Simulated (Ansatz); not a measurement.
Write the native input for Ansatz 0.2.0 that does the following.

| Property | Result |
| --- | --- |
| Task | single point |
| Functional | PBE |
| Potentials or basis | Ansatz PAW |
| Cutoff | 420 eV (not typed: the program's choice for these potentials) |
| k mesh | 11 × 11 × 11 |
| Occupations | fermi-dirac, width 0.05 eV |
| Spin | no spin polarisation |

CoPtO2:

```
CELL_PARAMETERS angstrom
1.41227 0.81537 5.93939
-1.41227 0.81537 5.93939
0.00000 -1.63075 5.93939
ATOMIC_POSITIONS crystal
Pt 0.00000 0.00000 0.00000
Co 0.50000 0.50000 0.50000
O 0.11224 0.11224 0.11224
O 0.88776 0.88776 0.88776
```

The cell is a database's computed one.

One way to write it, as run:

input.yaml

```yaml
crystal:
  lattice:
    - [1.4122699173, 0.8153744169, 5.9393891094]
    - [-1.4122699173, 0.8153744169, 5.9393891094]
    - [0.0, -1.6307488338, 5.9393891094]
  atoms:
    - { symbol: Pt, position: [0.0, 0.0, 0.0] }
    - { symbol: Co, position: [0.5, 0.5, 0.5] }
    - { symbol: O, position: [0.11224403, 0.11224403, 0.11224403] }
    - { symbol: O, position: [0.88775597, 0.88775597, 0.88775597] }
hamiltonian:
  xc: pbe
  pseudopotentials: { kind: paw }
kpoints:
  mp_grid: { grid: [11, 11, 11] }
scf:
  occupations: { method: fermi_dirac, width: 0.05 }
output:
  forces: true
  stress: true
  eigenvalues: true
  write_density: true
  write_potential: true
  elf: true
  volumetric_format: npy
```

Potentials or basis: Ansatz PAW.

Run with:

```console
$ ansatz run input.yaml --threads 2 --pin off --max-ram 5632MiB --backend cpu --events-out ev --progress --plain --runs-dir out
```

It gave:

```yaml
Pressure: 5.9 GPa
Largest_force: 0.096 eV/Å
Band_gap_on_the_k_mesh: none (metal or under the smearing width)
```

Caveat: the pressure holds a Pulay correction of +0.7 GPa for the finite cutoff; an odd number of electrons without spin polarisation forces a metal; a magnetic or distorted state may lie lower; the run has no spin polarisation, though such a crystal can be magnetic; semilocal functionals often make such compounds metallic where correlation or magnetic order opens a gap, which also shifts bond lengths.

Wall time 5.6 s on 2 threads of Arm Neoverse V2 (shared host), peak memory 0.43 GiB.
